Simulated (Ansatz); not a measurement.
Ansatz input

```yaml
crystal:
  lattice:
    - [0.0, 2.5350693197, 2.5350693197]
    - [2.5350693197, 0.0, 2.5350693197]
    - [2.5350693197, 2.5350693197, 0.0]
  atoms:
    - { symbol: "Y", position: [0.0, 0.0, 0.0] }
hamiltonian:
  xc: pbe
  pseudopotentials:
    kind: paw
    azcp:
      "Y": "pseudopotentials/Y.paw.azcp"
basis:
  ecutwfc: 420
  fft_grid_basis: typed
kpoints:
  mp_grid: { grid: [18, 18, 18], shift: [0, 0, 0] }
magnetization:
  spin_polarized: false
scf:
  occupations: { method: fermi_dirac, width: 0.1 }
```

and its output:

```
Engine: ansatz 0.2.0, x86_64-unknown-linux-gnu
Pseudopotentials: kind: paw
Pseudopotential: Y, paw, valence charge 11, recommended cutoff 420 eV (normal) 
Functional definition: PBE
  parameter kappa = 0.804
  parameter beta = 0.06672455060314922
  exchange = pbe_x(kappa = kappa, mu = beta*pi^2/3)
  correlation = pbe_c(beta = beta)
Crystal: 1 atoms, lattice volume = 32.584 Å³
Basis set: ecut = 420 eV, 609 PW (Γ)
Bands: 10, of which v1, the nominal top of the filled ones, is band 6 counted from 1 (5 counted from 0)
Symmetry: 48 space group operations
Space group: Fm-3m (ITA 225), of the structure as read, at distance tolerance 3.2e-5 Å
k-points: 195 of 5832
Non-local potential: Y, projectors of the file, l = 0: 3, l = 1: 2, l = 2: 2, l = 3: 1
PAW form: soft (Blöchl's): semilocal exchange-correlation on the pseudo side does not see the compensation charge
PAW one-centre angular grid: Y, 590 points (default); XC on 64 Gauss nodes
Initial density: superposition of atomic densities (neutral atoms: chi_scale 0, normalization atom), corrected by the library's trained network
Initial wavefunctions: pseudopotential atomic-orbital guess
Functional: x = pbe(κ = 0.804, μ = 0.2195149727645171), c = pbe(β = 0.06672455060314922)
SCF iter   1: F=—  HF=-3848.668451 eV  |F-HF|=—  |Δ(HF+E_count)|=         —  Δρ=1.66e-3  dr2=9.78e-4  ethr=1.77e-3  ⟨swp⟩=5.0  Hψ=10971  notcnv=0
SCF iter   2: F=—  HF=-3848.668466 eV  |F-HF|=—  |Δ(HF+E_count)|=   1.46e-5  Δρ=1.08e-3  dr2=4.93e-4  ethr=8.89e-6  ⟨swp⟩=2.6  Hψ=4440  notcnv=0
SCF iter   3: F=—  HF=-3848.668430 eV  |F-HF|=—  |Δ(HF+E_count)|=   3.53e-5  Δρ=3.55e-4  dr2=3.59e-5  ethr=4.48e-6  ⟨swp⟩=2.2  Hψ=2374  notcnv=0
SCF iter   4: F=—  HF=-3848.668418 eV  |F-HF|=—  |Δ(HF+E_count)|=   1.28e-5  Δρ=1.72e-4  dr2=5.51e-6  ethr=3.26e-7  ⟨swp⟩=2.1  Hψ=2976  notcnv=0
SCF iter   5: F=—  HF=-3848.668417 eV  |F-HF|=—  |Δ(HF+E_count)|=   1.72e-7  Δρ=4.10e-5  dr2=4.60e-7  ethr=5.01e-8  ⟨swp⟩=2.0  Hψ=3046  notcnv=0
SCF iter   6: F=-3848.668417 eV  HF=-3848.668417 eV  |F-HF|=2.33e-8  |Δ(HF+E_count)|=   1.45e-7  Δρ=1.22e-5  dr2=3.61e-8  ethr=9.09e-10  ⟨swp⟩=2.0  Hψ=3815  notcnv=0
SCF 1 converged in 6 iterations: F = -3848.668417 eV  dr2 = 3.61e-8
SCF converged after 6 iterations
Free energy (F): -3848.668417 eV
Harris-Foulkes:  -3848.668417 eV  (|F-HF|=2.33e-8)
Internal energy: -3848.614173 eV  (E = F + TS)
E sigma→0 (E₀):  -3848.641295 eV
Entropy (-TS):   -0.054244 eV (-54.244 meV/atom)
Fermi energy:    9.480092 eV
--- Per-component energies (eV) ---
  E_band       = -120.363745
  E_kinetic    = 304.695635
  E_local      = -611.422104  (includes V_loc(G=0)·N_el)
  E_nonlocal   = 50.223885
  E_hartree    = 193.984495
  E_xc         = -172.921109
  E_vxc        = -198.524325  (∫ρ·V_xc dr)
  E_paw        = -2825.379261  (= ΣΔE_a)
  E_vpaw       = -53.301272  (= ΣTr[D̂ρ^β])
  E_aug_tail   = 0.000004  (compensation charges beyond the density's cutoff)
  E_ewald      = -787.795716
  E_smearing   = -0.054244  (= −TS)
  E_closure    = -0.000000  (closes the sum)
  Σ components = -3848.668417   (vs F -3848.668417, Δ=0.00e0)
```
